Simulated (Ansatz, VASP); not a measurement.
# One calculation of HOs, two programs

```
H Os
1.0
     2.72118    0.00000    0.00000
    -1.36059    2.35661    0.00000
     0.00000    0.00000    2.77114
H Os
1 1
Direct
  0.00000 0.00000 0.00000
  0.66667 0.33333 0.50000
```

Alike in both runs: functional PBE; k mesh 24 × 24 × 20; occupations gaussian, width 0.1 eV; no spin polarisation.

Ansatz relaxed the structure, and its values are those at the end. VASP's run is a single point on that final structure, the one shown.

```csv
,VASP,Ansatz
version,VASP 6.6.1,Ansatz 0.2.0
potentials or method,"VASP PAW PBE potentials, release 64 (H, Os)","scalar-relativistic, plane waves, PAW"
plane-wave cutoff (eV),520,420
valence electrons in the cell,9,17
```

|  | VASP | Ansatz | Ansatz less VASP |
| --- | --- | --- | --- |
| gap on the k mesh at the Fermi level (eV) | none | none | - |
| pressure (GPa) | 0.4 | 0.0 | -0.36 |

A gap of «none» marks a metal or a gap that the smearing closes. With one functional, cell and mesh, what is left measures potentials, basis and numerics. The two sets of potentials don't hold the same shells in valence.

The runs have no spin-orbit coupling, so splittings on Os are missing.
